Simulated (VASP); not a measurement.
# Ti (Im-3m) in VASP: a series of runs

The runs below take Ti through single point, relaxation of cell and atoms, with PBEsol.

Program: VASP 6.6.1. These are calculated values, not measurements. Logs are shortened: lines on timing, memory, paths and dates and some standing lists are left out, and cuts for length are marked.

**1. The crystal as given**

Symmetry: Im-3m, No. 229, cubic system. The conventional cell has a = 3.210 Å, b = 3.210 Å, c = 3.210 Å, α = 90.00°, β = 90.00°, γ = 90.00°. Ti (site symmetry m-3m) is surrounded by 8 Ti at 2.78 Å.

This isn't the form of Ti at room conditions, which is hcp.

**2. Single point, PBEsol**

Input file INCAR:

```
SYSTEM = Ti
PREC = Accurate
ENCUT = 520
EDIFF = 1E-7
ISMEAR = 0
SIGMA = 0.1
LREAL = .FALSE.
LASPH = .TRUE.
NELM = 100
ALGO = Normal
ISIF = 2
LWAVE = .FALSE.
LCHARG = .FALSE.
GGA = PS
NBANDS = 12
```

Input file KPOINTS:

```
regular mesh
0
G
  18 18 18
  0 0 0
```

Input file POSCAR:

```
Ti
1.0
   -1.6051160624      1.6051160624      1.6051160624
    1.6051160624     -1.6051160624      1.6051160624
    1.6051160624      1.6051160624     -1.6051160624
Ti
1
Direct
    0.0000000000      0.0000000000      0.0000000000
```

Potentials or basis: VASP PAW PBE potentials, release 64 (Ti_sv).

Launch:

```
> cat potpaw_PBE.64/Ti_sv/POTCAR > POTCAR
> mpirun -np 1 vasp_std > vasp.out
```

OUTCAR:

```text
SYSTEM = Ti
   PREC = Accurate
   ENCUT = 520
   EDIFF = 1E-7
   ISMEAR = 0
   LREAL = .FALSE.
   LASPH = .TRUE.
   NELM = 100
   ISIF = 2
   GGA = PS

 ion  position               nearest neighbor table
   1  0.000  0.000  0.000-

  LATTYP: Found a body centered cubic cell.
 ALAT       =     3.2102321248

  Lattice vectors:

 A1 = (  -1.6051160624,   1.6051160624,   1.6051160624)
 A2 = (   1.6051160624,  -1.6051160624,   1.6051160624)
 A3 = (   1.6051160624,   1.6051160624,  -1.6051160624)

Analysis of symmetry for initial positions (statically):
=====================================================================
 Subroutine PRICEL returns:
 Original cell was already a primitive cell.

 Routine SETGRP: Setting up the symmetry group for a
 body centered cubic supercell.

 Subroutine GETGRP returns: Found 48 space group operations
 (whereof 48 operations were pure point group operations)
 out of a pool of 48 trial point group operations.

The static configuration has the point symmetry O_h .

Analysis of symmetry for dynamics (positions and initial velocities):
=====================================================================
 Subroutine PRICEL returns:
 Original cell was already a primitive cell.

 Routine SETGRP: Setting up the symmetry group for a
 body centered cubic supercell.

 Subroutine GETGRP returns: Found 48 space group operations
 (whereof 48 operations were pure point group operations)
 out of a pool of 48 trial point group operations.

The dynamic configuration has the point symmetry O_h .

 Subroutine INISYM returns: Found 48 space group operations
 (whereof 48 operations are pure point group operations),
 and found     1 'primitive' translations

----------------------------------------------------------------------------------------

                                     Primitive cell

  volume of cell :      16.5417

  direct lattice vectors                    reciprocal lattice vectors
    -1.605116062  1.605116062  1.605116062     0.000000000  0.311503954  0.311503954
     1.605116062 -1.605116062  1.605116062     0.311503954  0.000000000  0.311503954
     1.605116062  1.605116062 -1.605116062     0.311503954  0.311503954  0.000000000

  length of vectors
     2.780142572  2.780142572  2.780142572     0.440533116  0.440533116  0.440533116

  position of ions in fractional coordinates (direct lattice)
     0.000000000  0.000000000  0.000000000

  ion indices of the primitive-cell ions
   primitive index   ion index
[... 82 lines left out ...]
   TEBEG  =    0.0;   TEEND  =   0.0 temperature during run
   PSTRESS=    0.0 pullay stress
   NELECT =      12.0000    total number of electrons
   NUPDOWN=      -1.0000    fix difference up-down
   EMIN   =  10.00;   EMAX   =-10.00  energy-range for DOS
   EFERMI =   0.00;   METHOD = LEGACY
   ISMEAR =     0;   SIGMA  =   0.10  broadening in eV -4-tet -1-fermi 0-gaus
   EFERMI_NEDOS =   21; number of points for ismear=-14 and -15
   IALGO  =     38    algorithm
   IMIX   =      4    mixing-type and parameters
     AMIX     =   0.40;   BMIX     =  1.00
     AMIX_MAG =   1.60;   BMIX_MAG =  1.00
  volume/ion in A,a.u.               =      16.54       111.63
  Fermi-wavevector in a.u.,A,eV,Ry     =   1.470987  2.779762 29.440320  2.163802
  Thomas-Fermi vector in A             =   2.586177
   LORBIT       =      0    0 simple, 1 ext, 2 COOP (PROOUT), +10 PAW based schemes
   GGA     = PS    functional components
   LHFCALC =     F    Hartree Fock is set to
   AEXX    =    0.0000 exact exchange contribution
   IVDW    =     0    specifies the selected vdW correction
   LEPSILON=     F    determine dielectric tensor
   LRPA    =     F    only Hartree local field effects (RPA)
 non-spin polarized calculation
 Gauss-broadening in eV      SIGMA  =   0.10
  energy-cutoff  :      520.00
  volume of cell :       16.54
 maximum number of plane-waves:       466
 NGX is ok and might be reduce to    24
   NGX = 11   NGY = 11   NGZ = 11

 number of electron      12.0000000 magnetization

 Free energy of the ion-electron system (eV)
  ---------------------------------------------------
  ext. energy  EPLUGINS =         0.00000000
  ---------------------------------------------------
  free energy    TOTEN  =        -8.24095697 eV

  energy without entropy =       -8.22994281  energy(sigma->0) =       -8.23544989

 E-fermi :   8.4683     XC(G=0): -11.8666

 val. band max:        8.4591231484   @ k =   0.3333   0.2222   0.0000
 cond. band min:       8.4713477018   @ k =  -0.4444   0.5000   0.1111
 fundamental gap:      0.0122245534
 Fermi energy:         8.4683088319

 k-point     1 :       0.0000    0.0000    0.0000
  band No.  band energies     occupation
      1     -47.7341      2.00000
      2     -23.6223      2.00000
      3     -23.6223      2.00000
      4     -23.6223      2.00000
      5       2.4156      2.00000
      6       9.4957      0.00000
      7       9.4957      0.00000
      8       9.4957      0.00000
      9      11.3777      0.00000
     10      11.3777      0.00000
     11      26.2390      0.00000
     12      26.2390      0.00000
[... 331 lines left out ...]
 k-point    24 :       0.3889    0.1111    0.0000
  band No.  band energies     occupation
      1     -47.5709      2.00000
      2     -24.3689      2.00000
      3     -23.8924      2.00000
      4     -23.6619      2.00000
      5       6.1332      2.00000
      6       8.0679      2.00000
      7       9.0960      0.00000
      8      11.2979      0.00000
      9      11.8862      0.00000
     10      13.3747      0.00000
     11      18.1498      0.00000
     12      21.9957      0.00000

 [... further k-points ...]

------------------------ aborting loop because EDIFF is reached ----------------------------------------

  FORCE on cell =-STRESS in cart. coord.  units (eV):
  Direction    XX          YY          ZZ          XY          YZ          ZX
  --------------------------------------------------------------------------------------
  -------------------------------------------------------------------------------------
  Total       -0.0294410     -0.0294410     -0.0294410      0.0000000     -0.0000000      0.0000000
  in kB       -2.8515675     -2.8515675     -2.8515675      0.0000000     -0.0000000      0.0000000
  external PRESSURE =      -2.8515675 kB  Pullay stress =       0.0000000 kB

 VOLUME and BASIS-vectors are now :
 -----------------------------------------------------------------------------
  energy-cutoff  :      520.00
  volume of cell :       16.54
      direct lattice vectors                 reciprocal lattice vectors
    -1.605116062  1.605116062  1.605116062     0.000000000  0.311503954  0.311503954
     1.605116062 -1.605116062  1.605116062     0.311503954  0.000000000  0.311503954
     1.605116062  1.605116062 -1.605116062     0.311503954  0.311503954  0.000000000

 POSITION                                       TOTAL-FORCE (eV/Angst)
 -----------------------------------------------------------------------------------
      0.00000      0.00000      0.00000         0.000000     -0.000000      0.000000
 -----------------------------------------------------------------------------------
    total drift:                                0.000000      0.000000     -0.000000

  FREE ENERGIE OF THE ION-ELECTRON SYSTEM (eV)
  ---------------------------------------------------
  free  energy   TOTEN  =        -8.2409569651 eV

  energy  without entropy=       -8.2299428088  energy(sigma->0) =       -8.23544989
```

OSZICAR:

```text
N       E                     dE             d eps       ncg     rms          rms(c)
DAV:   1     0.867112740249E+02    0.86711E+02   -0.65105E+03  4708   0.122E+03
DAV:   2    -0.494916731560E+01   -0.91660E+02   -0.89225E+02  4756   0.299E+02
DAV:   3    -0.922856677640E+01   -0.42794E+01   -0.42252E+01  6508   0.652E+01
DAV:   4    -0.931862475728E+01   -0.90058E-01   -0.89966E-01  5304   0.805E+00
DAV:   5    -0.932066682923E+01   -0.20421E-02   -0.20420E-02  5516   0.103E+00    0.906E+00
DAV:   6    -0.823825665138E+01    0.10824E+01   -0.24564E+00  5100   0.225E+01    0.228E+00
DAV:   7    -0.823016642890E+01    0.80902E-02   -0.86936E-02  5612   0.324E+00    0.131E+00
DAV:   8    -0.824053247479E+01   -0.10366E-01   -0.39718E-02  4888   0.236E+00    0.124E-01
DAV:   9    -0.824091291034E+01   -0.38044E-03   -0.30914E-03  5700   0.553E-01    0.878E-02
DAV:  10    -0.824097937826E+01   -0.66468E-04   -0.31887E-04  5016   0.205E-01    0.140E-02
DAV:  11    -0.824095710769E+01    0.22271E-04   -0.24731E-05  5496   0.760E-02    0.953E-03
DAV:  12    -0.824095683295E+01    0.27474E-06   -0.22560E-06  5136   0.173E-02    0.917E-04
DAV:  13    -0.824095711058E+01   -0.27763E-06   -0.21950E-07  5584   0.327E-03    0.257E-03
DAV:  14    -0.824095698980E+01    0.12079E-06   -0.84260E-08  3576   0.362E-03    0.547E-04
DAV:  15    -0.824095696508E+01    0.24717E-07   -0.10676E-08  2460   0.116E-03
   1 F= -.82409570E+01 E0= -.82354499E+01  d E =-.110142E-01
```

Wall time 27 s (1 thread of Intel Xeon Platinum 8488C (Sapphire Rapids), shared host); peak memory 0.16 GiB.

What came out:

- Free energy: -8.2410 eV
- Pressure: -0.3 GPa
- Band gap on the k mesh: none (metal or under the smearing width)

Caveat: the PAW data sets were made with another functional, which shifts forces and pressure a little.

**3. Relaxation of cell and atoms, PBEsol**

This run uses another cell than the first one, of 17.68 Å³/atom, 1.069 times its volume.

Input file INCAR:

```
  ALGO = Normal
  EDIFF = 1E-6
  EDIFFG = -0.005
  ENCUT = 600
  GGA = PS
  IBRION = 2
  ISIF = 3
  ISMEAR = 0
  LASPH = True
  LCHARG = False
  LREAL = False
  LWAVE = False
  NELM = 100
  NSW = 100
  PREC = Accurate
  SIGMA = 0.1
```

Input file KPOINTS:

```
k-points
0
Gamma
  18 18 18
```

Input file POSCAR:

```
Ti
1.0
   -1.6410000000      1.6410000000      1.6410000000
    1.6410000000     -1.6410000000      1.6410000000
    1.6410000000      1.6410000000     -1.6410000000
Ti
1
Direct
    0.0000000000      0.0000000000      0.0000000000
```

Potentials or basis: VASP PAW PBE potentials, release 64 (Ti_sv).

Launch:

```
> cat potpaw_PBE.64/Ti_sv/POTCAR > POTCAR
> mpirun -np 1 vasp_std > vasp.out
```

It took 53 s on 1 thread of Intel Xeon Platinum 8488C (Sapphire Rapids), shared host; peak memory 0.18 GiB.

The run converged. Its results:

```yaml
Free_energy: -8.2414 eV
Relaxed_volume: 16.50 Å³/atom
Relaxed_cell: a = 2.778 Å, b = 2.778 Å, c = 2.778 Å, α = 109.47°, β = 109.47°, γ = 109.47°
Space_group_after_relaxing_to_0.05_Å: Im-3m (No. 229)
Energy_gained_by_relaxing: 26.8 meV/atom
Ionic_steps: 3
Pressure_after_relaxing: 0.0 GPa
Band_gap_on_the_k_mesh: none (metal or under the smearing width)
```

Step by step:
```
step  energy change (eV)  largest force (eV/Å)  pressure (GPa)  volume (Å³)
   1              0.0000                0.0000           -6.92        17.68
   2             -0.0156                0.0000            5.24        15.79
   3             -0.0268                0.0000            0.01        16.50
```

Final structure:
```
Ti
1.0
    -1.60376    1.60376    1.60376
     1.60376   -1.60376    1.60376
     1.60376    1.60376   -1.60376
Ti
1
Direct
  0.00000 0.00000 0.00000
```

Levels at points of the mesh, in eV from the Fermi level:
```csv
k point,band 4,band 5,band 6,band 7,band 8,band 9
"(0.00, 0.00, 0.00)",-32.08,-6.06,1.03,1.03,1.03,2.92
"(0.50, 0.00, 0.00)",-32.09,-2.59,-0.46,1.32,2.91,3.29
"(0.50, 0.50, 0.50)",-32.63,-2.28,-2.28,4.20,4.20,4.20
```

Caveat: the PAW data sets were made with another functional, which shifts forces and pressure a little.

**4. Single point, PBEsol**

This run uses another cell than the first one, of 16.35 Å³/atom, 0.988 times its volume.

Input file INCAR:

```
PREC = Accurate
ENCUT = 520
EDIFF = 1E-6
ISMEAR = -1
SIGMA = 0.15
LREAL = False
LASPH = True
NELM = 100
ALGO = Normal
ISIF = 2
LWAVE = False
LCHARG = True
GGA = PS
LELF = True
LVHAR = True
NBANDS = 12
```

Input file KPOINTS:

```
regular mesh
0
Gamma
  20 20 20
```

Input file POSCAR:

```
Ti
1.0
   -1.5988494218      1.5988494218      1.5988494218
    1.5988494218     -1.5988494218      1.5988494218
    1.5988494218      1.5988494218     -1.5988494218
Ti
1
Direct
    0.0000000000      0.0000000000      0.0000000000
```

Potentials or basis: VASP PAW PBE potentials, release 64 (Ti_sv).

Launch:

```
> cat potpaw_PBE.64/Ti_sv/POTCAR > POTCAR
> mpirun -np 1 vasp_std > vasp.out
```

OUTCAR:

```text
PREC = Accurate
   ENCUT = 520
   EDIFF = 1E-6
   ISMEAR = -1
   LREAL = False
   LASPH = True
   NELM = 100
   ISIF = 2
   GGA = PS

 ion  position               nearest neighbor table
   1  0.000  0.000  0.000-

  LATTYP: Found a body centered cubic cell.
 ALAT       =     3.1976988436

  Lattice vectors:

 A1 = (  -1.5988494218,   1.5988494218,   1.5988494218)
 A2 = (   1.5988494218,  -1.5988494218,   1.5988494218)
 A3 = (   1.5988494218,   1.5988494218,  -1.5988494218)

Analysis of symmetry for initial positions (statically):
=====================================================================
 Subroutine PRICEL returns:
 Original cell was already a primitive cell.

 Routine SETGRP: Setting up the symmetry group for a
 body centered cubic supercell.

 Subroutine GETGRP returns: Found 48 space group operations
 (whereof 48 operations were pure point group operations)
 out of a pool of 48 trial point group operations.

The static configuration has the point symmetry O_h .

Analysis of symmetry for dynamics (positions and initial velocities):
=====================================================================
 Subroutine PRICEL returns:
 Original cell was already a primitive cell.

 Routine SETGRP: Setting up the symmetry group for a
 body centered cubic supercell.

 Subroutine GETGRP returns: Found 48 space group operations
 (whereof 48 operations were pure point group operations)
 out of a pool of 48 trial point group operations.

The dynamic configuration has the point symmetry O_h .

 Subroutine INISYM returns: Found 48 space group operations
 (whereof 48 operations are pure point group operations),
 and found     1 'primitive' translations

----------------------------------------------------------------------------------------

[... 114 lines left out ...]
   LORBIT       =      0    0 simple, 1 ext, 2 COOP (PROOUT), +10 PAW based schemes
   GGA     = PS    functional components
   LHFCALC =     F    Hartree Fock is set to
   AEXX    =    0.0000 exact exchange contribution
   IVDW    =     0    specifies the selected vdW correction
   LEPSILON=     F    determine dielectric tensor
   LRPA    =     F    only Hartree local field effects (RPA)
 non-spin polarized calculation
  energy-cutoff  :      520.00
  volume of cell :       16.35
 maximum number of plane-waves:       466
 NGX is ok and might be reduce to    24
   NGX = 11   NGY = 11   NGZ = 11

 number of electron      12.0000003 magnetization

 Free energy of the ion-electron system (eV)
  ---------------------------------------------------
  ext. energy  EPLUGINS =         0.00000000
  ---------------------------------------------------
  free energy    TOTEN  =        -8.31428340 eV

  energy without entropy =       -8.15806360  energy(sigma->0) =       -8.23617350

 E-fermi :   8.5987     XC(G=0): -11.9231

 val. band max:        8.5981521212   @ k =   0.3000   0.1500   0.1000
 cond. band min:       8.5994886255   @ k =   0.3000   0.0000   0.0000
 fundamental gap:      0.0013365042
 Fermi energy:         8.5986936796

 k-point     1 :       0.0000    0.0000    0.0000
  band No.  band energies     occupation
      1     -47.5775      2.00000
      2     -23.4494      2.00000
      3     -23.4494      2.00000
      4     -23.4494      2.00000
      5       2.5184      2.00000
      6       9.6373      0.00197
      7       9.6373      0.00197
      8       9.6373      0.00197
      9      11.5471      0.00000
     10      11.5471      0.00000
     11      26.4493      0.00000
     12      26.4493      0.00000
[... 331 lines left out ...]
 k-point    24 :       0.2500    0.1000    0.0000
  band No.  band energies     occupation
      1     -47.4592      2.00000
      2     -24.0088      2.00000
      3     -23.6283      2.00000
      4     -23.4814      2.00000
      5       5.3221      2.00000
      6       8.5682      1.10136
      7       8.7774      0.46613
      8      11.1818      0.00000
      9      11.8391      0.00000
     10      12.0290      0.00000
     11      21.8030      0.00000
     12      23.7025      0.00000

 [... further k-points ...]

------------------------ aborting loop because EDIFF is reached ----------------------------------------

  FORCE on cell =-STRESS in cart. coord.  units (eV):
  Direction    XX          YY          ZZ          XY          YZ          ZX
  --------------------------------------------------------------------------------------
  -------------------------------------------------------------------------------------
  Total        0.2049429      0.2049429      0.2049429     -0.0000000      0.0000000      0.0000000
  in kB       20.0844930     20.0844930     20.0844930     -0.0000000      0.0000000      0.0000000
  external PRESSURE =      20.0844930 kB  Pullay stress =       0.0000000 kB

 VOLUME and BASIS-vectors are now :
 -----------------------------------------------------------------------------
  energy-cutoff  :      520.00
  volume of cell :       16.35
      direct lattice vectors                 reciprocal lattice vectors
    -1.598849422  1.598849422  1.598849422     0.000000000  0.312724884  0.312724884
     1.598849422 -1.598849422  1.598849422     0.312724884  0.000000000  0.312724884
     1.598849422  1.598849422 -1.598849422     0.312724884  0.312724884  0.000000000

 POSITION                                       TOTAL-FORCE (eV/Angst)
 -----------------------------------------------------------------------------------
      0.00000      0.00000      0.00000         0.000000      0.000000      0.000000
 -----------------------------------------------------------------------------------
    total drift:                                0.000000      0.000000     -0.000000

  FREE ENERGIE OF THE ION-ELECTRON SYSTEM (eV)
  ---------------------------------------------------
  free  energy   TOTEN  =        -8.3142833981 eV

  energy  without entropy=       -8.1580636006  energy(sigma->0) =       -8.23617350
```

stdout:

```text
POSCAR found type information on POSCAR Ti
 POSCAR found :  1 types and       1 ions
 scaLAPACK will be used
 -----------------------------------------------------------------------------
|                                                                             |
|                                                                             |
|     You enforced a specific xc type in the INCAR file but a different       |
|     I HOPE YOU KNOW WHAT YOU ARE DOING!                                     |
|                                                                             |
 -----------------------------------------------------------------------------

 LDA part: xc-table for (Slater+PW92), standard interpolation
 POSCAR, INCAR and KPOINTS ok, starting setup
 FFT: planning ... GRIDC
 FFT: planning ... GRID_SOFT
 FFT: planning ... GRID
 WAVECAR not read
 entering main loop
```

Wall time 31 s (1 thread of Intel Xeon Platinum 8488C (Sapphire Rapids), shared host); peak memory 0.17 GiB.

Results:

```yaml
Free_energy: -8.3143 eV
Pressure: 2.0 GPa
Band_gap_on_the_k_mesh: none (metal or under the smearing width)
```

Caveat: the PAW data sets were made with another functional, which shifts forces and pressure a little.

**5. The runs side by side**

| task | cell | k mesh | cutoff (eV) | smearing | gap on the mesh (eV) | pressure (GPa) |
| --- | --- | --- | --- | --- | --- | --- |
| single point | Im-3m, 16.54 Å³/atom | 18 × 18 × 18 | 520 | gaussian 0.1 eV | none | -0.3 |
| relaxation of cell and atoms | relaxed | 18 × 18 × 18 | 600 | gaussian 0.1 eV | none | 0.0 |
| single point | Im-3m, 16.35 Å³/atom | 20 × 20 × 20 | 520 | fermi-dirac 0.15 eV | none | 2.0 |

Alike in all rows: level PBEsol; potentials or basis VASP PAW PBE potentials, release 64 (Ti_sv); no spin polarisation.

Caveats: the PAW data sets were made with another functional, which shifts forces and pressure a little.

Total energies depend on the potentials used, so only differences within one code and one set of settings carry meaning.
